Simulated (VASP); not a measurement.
# TiN (Osbornite) (Fm-3m) in VASP: a series of runs, part 3 of 3

VASP 6.6.1.

## (6) Optical spectrum, PBE

Contents of INCAR:

```
  PREC = Accurate
  ENCUT = 520
  EDIFF = 1E-6
  ISMEAR = 0
  SIGMA = 0.05
  LREAL = F
  LASPH = T
  NELM = 80
  ALGO = Normal
  ISIF = 2
  LWAVE = F
  LCHARG = F
  GGA = PE
  LOPTICS = T
  NBANDS = 40
  NEDOS = 3000
  CSHIFT = 0.05
  WPLASMAI = 0
  KPAR = 4
```

Contents of KPOINTS:

```
Automatic mesh
0
Gamma
  30 30 30
```

Contents of POSCAR:

```
TiN                                     
1.0
    0.0000000000      2.1029354746      2.1029354746
    2.1029354746      0.0000000000      2.1029354746
    2.1029354746      2.1029354746      0.0000000000
  Ti              N             
     1     1
Direct
     0.0000000000000000    0.0000000000000000    0.0000000000000000
     0.5000000000000000    0.5000000000000000    0.5000000000000000
```

Potentials or basis: VASP PAW PBE potentials, release 64 (Ti_sv, N).

On the command line:

```sh
$ cat potpaw_PBE.64/Ti_sv/POTCAR potpaw_PBE.64/N/POTCAR > POTCAR
$ mpirun -np 4 vasp_std > vasp.out
```

OUTCAR:

```text
PREC = Accurate
   ENCUT = 520
   EDIFF = 1E-6
   ISMEAR = 0
   LREAL = F
   LASPH = T
   NELM = 80
   ISIF = 2
   GGA = PE

 ion  position               nearest neighbor table
   1  0.000  0.000  0.000-   2 2.10   2 2.10   2 2.10   2 2.10   2 2.10   2 2.10
   2  0.500  0.500  0.500-   1 2.10   1 2.10   1 2.10   1 2.10   1 2.10   1 2.10

  LATTYP: Found a face centered cubic cell.
 ALAT       =     4.2058709492

  Lattice vectors:

 A1 = (   0.0000000000,   2.1029354746,   2.1029354746)
 A2 = (   2.1029354746,   0.0000000000,   2.1029354746)
 A3 = (   2.1029354746,   2.1029354746,   0.0000000000)

Analysis of symmetry for initial positions (statically):
=====================================================================
 Subroutine PRICEL returns:
 Original cell was already a primitive cell.

 Routine SETGRP: Setting up the symmetry group for a
 face centered cubic supercell.

 Subroutine GETGRP returns: Found 48 space group operations
 (whereof 48 operations were pure point group operations)
 out of a pool of 48 trial point group operations.

The static configuration has the point symmetry O_h .

Analysis of symmetry for dynamics (positions and initial velocities):
=====================================================================
 Subroutine PRICEL returns:
 Original cell was already a primitive cell.
[... 744 lines left out ...]
 -----------------------------------------------------------------------------------
    total drift:                                0.000000     -0.000000     -0.000000

  FREE ENERGIE OF THE ION-ELECTRON SYSTEM (eV)
  ---------------------------------------------------
  free  energy   TOTEN  =       -19.6211641869 eV

  energy  without entropy=      -19.6202149359  energy(sigma->0) =      -19.62068956

 electrical conductivity sigma (Mega S m-1) (frequency dependency in vasprun.xml)
  --------------------------------------------------------------------------------------
       0.118      -0.000       0.000
      -0.000       0.118      -0.000
       0.000      -0.000       0.118

  frequency dependent IMAGINARY DIELECTRIC FUNCTION (independent particle, no local field effects) density-density
     E(ev)      X         Y         Z        XY        YZ        ZX
  --------------------------------------------------------------------------------------------------------------
     0.00000    -0.00000    -0.00000    -0.00000    -0.00000    -0.00000    -0.00000
     1.52916     1.52910     1.52910     1.52910     0.00000     0.00000    -0.00000
     3.05831     4.40966     4.40966     4.40966     0.00000    -0.00000     0.00000
     4.58747     7.37115     7.37115     7.37115     0.00000     0.00000    -0.00000
     6.11662    10.19443    10.19443    10.19443    -0.00000     0.00000    -0.00000
     7.64578     7.37185     7.37185     7.37185    -0.00000    -0.00000     0.00000
[... 92 lines left out ...]
   149.85723     0.00000     0.00000     0.00000     0.00000     0.00000    -0.00000
   151.38639     0.00000     0.00000     0.00000     0.00000     0.00000    -0.00000

  frequency dependent      REAL DIELECTRIC FUNCTION (independent particle, no local field effects) density-density
     E(ev)        X           Y           Z          XY          YZ          ZX
  --------------------------------------------------------------------------------------------------------------
     0.00000    53.57169    53.57169    53.57169     0.00000    -0.00000    -0.00000
     1.52916     5.58643     5.58643     5.58643     0.00000     0.00000     0.00000
     3.05831    10.11761    10.11761    10.11761     0.00000     0.00000    -0.00000
     4.58747     8.82959     8.82959     8.82959    -0.00000     0.00000    -0.00000
     6.11662     4.48541     4.48541     4.48541    -0.00000    -0.00000    -0.00000
     7.64578     1.14433     1.14433     1.14433    -0.00000    -0.00000     0.00000
[... 92 lines left out ...]
   149.85723     0.95865     0.95865     0.95865    -0.00000    -0.00000    -0.00000
   151.38639     0.95954     0.95954     0.95954    -0.00000    -0.00000    -0.00000

  frequency dependent IMAGINARY DIELECTRIC FUNCTION (independent particle, no local field effects) current-current
     E(ev)      X         Y         Z        XY        YZ        ZX
  --------------------------------------------------------------------------------------------------------------
     0.00000    28.16982    28.16982    28.16982    -0.00000    -0.00000    -0.00000
     1.52916     1.55277     1.55277     1.55277    -0.00000     0.00000     0.00000
     3.05831     4.41956     4.41956     4.41956    -0.00000     0.00000     0.00000
     4.58747     7.35738     7.35738     7.35738     0.00000     0.00000    -0.00000
     6.11662    10.20271    10.20271    10.20271     0.00000    -0.00000    -0.00000
     7.64578     7.37447     7.37447     7.37447     0.00000    -0.00000     0.00000
[... 92 lines left out ...]
   149.85723    -0.00000    -0.00000    -0.00000    -0.00000     0.00000    -0.00000
   151.38639    -0.00000    -0.00000    -0.00000    -0.00000     0.00000    -0.00000

  frequency dependent      REAL DIELECTRIC FUNCTION (independent particle, no local field effects) current-current
     E(ev)        X           Y           Z          XY          YZ          ZX
  --------------------------------------------------------------------------------------------------------------
     0.00000    34.70249    34.70249    34.70249     0.00000     0.00000    -0.00000
     1.52916     5.49895     5.49895     5.49895    -0.00000    -0.00000     0.00000
     3.05831     9.98132     9.98132     9.98132     0.00000     0.00000     0.00000
     4.58747     8.67976     8.67976     8.67976     0.00000     0.00000    -0.00000
     6.11662     4.32456     4.32456     4.32456     0.00000     0.00000     0.00000
     7.64578     1.05019     1.05019     1.05019    -0.00000     0.00000    -0.00000
[... 92 lines left out ...]
   149.85723     0.95865     0.95865     0.95865    -0.00000    -0.00000    -0.00000
   151.38639     0.95954     0.95954     0.95954    -0.00000    -0.00000    -0.00000
```

It took 96 s on 4 MPI ranks of AMD EPYC 9R45 (Zen 5), shared host; peak memory 0.85 GiB.

What came out:

```yaml
Free_energy: -19.6212 eV
Pressure: 9.0 GPa
Band_gap_on_the_k_mesh: none (metal or under the smearing width)
```

Dielectric function (mean over the directions given):
```tsv
energy (eV)	real part	imaginary part
0.25	23.73	28.20
1.27	4.51	3.85
2.29	8.45	1.54
3.36	10.54	5.43
4.38	7.45	5.41
5.40	5.59	9.83
6.47	3.01	11.00
7.49	0.84	6.53
8.51	-0.67	6.42
9.58	-1.38	4.40
10.60	-2.20	2.27
11.67	-0.44	0.66
12.69	0.77	1.50
13.71	0.46	2.63
14.78	-0.03	1.52
15.80	0.31	1.11
16.82	1.46	1.05
17.89	0.27	3.18
18.91	0.39	1.77
19.98	-0.20	1.65
```

Caveat: independent-particle spectra lack excitons; the intraband (Drude) part of a metal's response may be missing.

## (7) Summary

| task | level | potentials or basis | k mesh | smearing | k mesh for the DOS | occupations for the DOS | pressure (GPa) |
| --- | --- | --- | --- | --- | --- | --- | --- |
| band structure | PBE | VASP PAW PBE potentials, release 64 (Ti_sv, N) | 16 × 16 × 16 | methfessel-paxton 0.1 eV | - | - | 9.1 |
| band structure | LDA | VASP PAW LDA potentials, release 64 (Ti_sv, N) | 16 × 16 × 16 | methfessel-paxton 0.1 eV | - | - | -6.5 |
| band structure | r2SCAN | VASP PAW PBE potentials, release 64 (Ti_sv, N) | 16 × 16 × 16 | methfessel-paxton 0.1 eV | - | - | 7.4 |
| density of states | PBE | VASP PAW PBE potentials, release 64 (Ti_sv, N) | 16 × 16 × 16 | methfessel-paxton 0.1 eV | 24 × 24 × 24 | tetrahedron | - |
| optical spectrum | PBE | VASP PAW PBE potentials, release 64 (Ti_sv, N) | 30 × 30 × 30 | gaussian 0.05 eV | - | - | 9.0 |

Alike in all rows: no spin polarisation; cell as given; cutoff (eV) 520.

Caveats: the PAW data sets were made with another functional, which shifts forces and pressure a little (some runs); independent-particle spectra lack excitons (some runs); the intraband (Drude) part of a metal's response may be missing (some runs).

Absolute energies hang on the potentials; compare differences alone.
